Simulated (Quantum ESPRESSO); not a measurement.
# PbSe (Clausthalite) under changes of volume

One of the cells (28.671 Å³/atom); the others are scaled copies at fixed shape and fractional positions:

```
Pb Se
1.0
     0.00000    3.06065    3.06065
     3.06065    0.00000    3.06065
     3.06065    3.06065    0.00000
Pb Se
1 1
Direct
  0.00000 0.00000 0.00000
  0.50000 0.50000 0.50000
```

- Program: Quantum ESPRESSO 7.5
- Functional: HLE16
- Potentials or basis: PseudoDojo 0.4.1 SR PBE standard
- Cutoff: 1170 eV
- Density cutoff: 4680 eV
- k mesh: 8 × 8 × 8
- Occupations: fermi-dirac, width 0.05 eV
- Spin: no spin polarisation

```tsv
volume (Å³/atom)	energy over the lowest point (meV/atom)	pressure (GPa)	gap on the mesh (eV)
26.951	0.00	-1.3	0.97
27.524	?	?	?
28.097	15.46	-3.0	1.13
28.671	27.49	-3.7	1.19
29.244	41.96	-4.4	1.26
29.818	58.57	-4.9	1.31
30.391	77.08	-5.4	1.36
```

Task: What does the run at 27.524 Å³/atom give?

Result: Energy over the lowest point 6.17 meV/atom; pressure -2.2 GPa; gap on the mesh 1.05 eV.

Worked out: A Birch-Murnaghan fit of order 3 (a polynomial in V^(-2/3)) to the other rows has its minimum at 26.26 Å³/atom, just outside them, with B0 = V·E''(V) = 52 GPa and B' = 4.6. It gives 6.18 meV/atom at 27.524 Å³/atom, against the run's 6.17, and -dE/dV = -2.2 GPa, against -2.2. A parabola through the other rows of the gap, of slope 3.77 eV per unit of ln V (its deformation potential) there, gives 1.05 eV, against the run's 1.05.

Energies are extrapolated to zero smearing.

Caveats: the potentials were made for another functional, which shifts forces and pressure; the potentials were made for a functional far from this one; spin-orbit coupling is left out, which as a rule narrows the gap of such compounds by several tenths of an eV.

A mesh can miss the band edges.
